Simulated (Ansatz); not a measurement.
Crystal: Fe, diamond type, 2 atoms in the cell.

All numbers below come from Ansatz 0.2.0 development build, PBE, plane waves, PAW datasets (generated soft set 1).

Cutoff 420 eV; k-mesh 38×38×38 Γ-centred; Fermi–Dirac smearing of 0.0612 eV; no spin polarisation.

| V (Å³/atom) | a (Å) | E − E(min) (meV/atom) | P (GPa) |
| --- | --- | --- | --- |
| 13.600 | 4.7739 | 28.60 | 11.12 |
| 13.889 | 4.8075 | 12.30 | 7.02 |
| 14.179 | 4.8407 | 3.01 | 3.34 |
| 14.468 | 4.8734 | 0.00 | 0.05 |
| 14.757 | 4.9057 | 2.63 | -2.90 |
| 15.047 | 4.9375 | 10.30 | -5.55 |
| 15.336 | 4.9690 | 22.51 | -7.92 |

**Question.** Fit a third-order Birch–Murnaghan equation of state to the energies.

**Answer.** V₀ = 14.472 Å³/atom (a₀ = 4.874 Å), B₀ = 156 GPa, B₀′ = 4.47.

The published all-electron PBE values for this crystal (mean of FLEUR and WIEN2k, k-spacing 0.06 Å⁻¹; Bosoni et al., Nat. Rev. Phys. 6, 45 (2024)) are V₀ = 14.462 Å³/atom, B₀ = 155.0 GPa, B₀′ = 4.50.

The stress includes the program's correction for the finite plane-wave basis.

This cubic structure is a model: it isn't the usual form of the substance at ambient conditions, and such phases are metastable or hypothetical. Spin polarisation is left out, and a magnetic state may lie lower.
